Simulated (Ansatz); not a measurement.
CoO:

```
CELL_PARAMETERS angstrom
1.60222 0.92504 2.56647
-1.60222 0.92504 2.56647
0.00000 -1.85008 2.56647
ATOMIC_POSITIONS crystal
Co 0.99898 0.99898 0.99898
O 0.75102 0.75102 0.75102
```

Measurements of this composition are mostly on another form, of space group No. 225.

Base run:

```yaml
Program: Ansatz 0.2.0
Functional: PBEsol
Potentials_or_basis: Ansatz PAW
Cutoff: 420 eV
Density_cutoff: 1680 eV
k_mesh: 10 × 10 × 10
Occupations: fermi-dirac, width 0.05 eV
Spin: collinear spin, ferromagnetic start
Starting_moments: "[2.0, 0.0] μB"
Hubbard_terms: Co d U = 4 eV
```

Its results: band gap on the k mesh 0.30 eV, direct; pressure 8.0 GPa; net moment 3.00 μB per cell; site moments Co +2.42; O +0.21 μB; largest force 0.432 eV/Å.

**Question.** After a change of settings the same cell gave: band gap on the k mesh none (metal or under the smearing width); pressure -3.8 GPa; net moment 2.84 μB per cell; site moments Co +2.25; O +0.29 μB; largest force 0.281 eV/Å. Which change was it?
A. hubbard terms from Co d U = 4 eV to none; hubbard projectors from ortho-atomic (the default) to none
B. k mesh from 10 × 10 × 10 to 6 × 6 × 6; hubbard terms from Co d U = 4 eV to none; hubbard projectors from ortho-atomic (the default) to none
C. hubbard terms from Co d U = 4 eV to Co d U = 1 eV
D. hubbard terms from Co d U = 4 eV to Co d U = 8 eV

**Answer.** C.

Caveats: the magnetic or orbital state may not be the lowest; a cell with one magnetic atom can't hold antiferromagnetic order, which such compounds often take; the PAW data sets come from PBE, with cores solved anew for the run's functional, which leaves a small shift of forces and pressure.

Not every run made on this cell is shown here.
